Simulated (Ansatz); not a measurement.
# Gap bowing between ZrS₂ and HfS₂

Plane-wave DFT in Ansatz, PBEsol, scalar-relativistic PAW potentials, cutoff 420 eV, no spin-orbit coupling; no spin polarisation. Hf takes a share x of the Zr sites in ordered cells of 12 atoms, both ends in space group P-3m1; cell and atoms relaxed, the order of lowest energy found at each x, Kohn–Sham gaps over the whole zone.

```tsv
x	space group	V (Å³/atom)	gap (eV)
0.000	P-3m1	22.360	0.765
0.250	P-3m1	22.306	0.769
0.500	P2/m	?	?
0.750	P-3m1	22.190	0.853
1.000	P-3m1	22.117	0.921
```

Fit the bowing parameter and predict the missing row.

With E_g(x) = (1 − x)E_A + xE_B − b x(1 − x), the given alloys yield b = 0.19 eV at x = 0.250, 0.15 eV at x = 0.750; least squares gives b = 0.17 eV. At x = 0.500 the line stands at 0.843 eV and the fit at 0.800 eV; the run gave 0.803 eV. The miss is 3 meV and the given alloys lie within 3 meV of the curve, so the fit holds to that level. It describes the smallest gap of these ordered cells: a random alloy bows differently, and where the two ends have their conduction minimum in different valleys, each valley needs its own b. A linear mix of volumes gives 22.239 Å³/atom against 22.246 (+0.0 %).

Cost: about 18 core-minutes for the runs cited, on Arm Neoverse V1 (shared hosts).